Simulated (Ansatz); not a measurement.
The system is InP.

```
In P
1.0
     0.00000    2.93050    2.93050
     2.93050    0.00000    2.93050
     2.93050    2.93050    0.00000
In P
1 1
Direct
  0.00000 0.00000 0.00000
  0.75000 0.75000 0.75000
```

```yaml
Program: Ansatz 0.2.0
Task: relaxation of cell and atoms
Functional: RPBE
Dispersion: D3(BJ)
Potentials_or_basis: Ansatz PAW
Cutoff: "420 eV (not typed: the program's choice for these potentials)"
k_mesh: 8 × 8 × 8
Occupations: fermi-dirac, width 0.05 eV
Spin: no spin polarisation
```

At the start: volume 25.17 Å³/atom.

Question: Where does the relaxation end?

Answer: It ends after 5 steps and the volume is 23.31 Å³/atom (-7.4 %); space group F-43m (No. 216, to 0.05 Å).

Step by step:
```tsv
step	energy change (eV)	largest force (eV/Å)	volume (Å³)
1	0.0000	0.0000	50.33
2	-0.0644	0.0000	46.05
3	-0.0658	0.0000	46.69
4	-0.0659	0.0000	46.61
5	-0.0649	0.0000	46.61
```

Final structure:
```
In P
1.0
     0.00000    2.85642    2.85642
     2.85642    0.00000    2.85642
     2.85642    2.85642    0.00000
In P
1 1
Direct
  0.00000 0.00000 0.00000
  0.75000 0.75000 0.75000
```

Caveat: the plane-wave basis is chosen anew once the cell has moved, so the energies of steps on either side of that aren't comparable; the PAW data sets come from PBE, with cores solved anew for the run's functional, which leaves a small shift of forces and pressure.
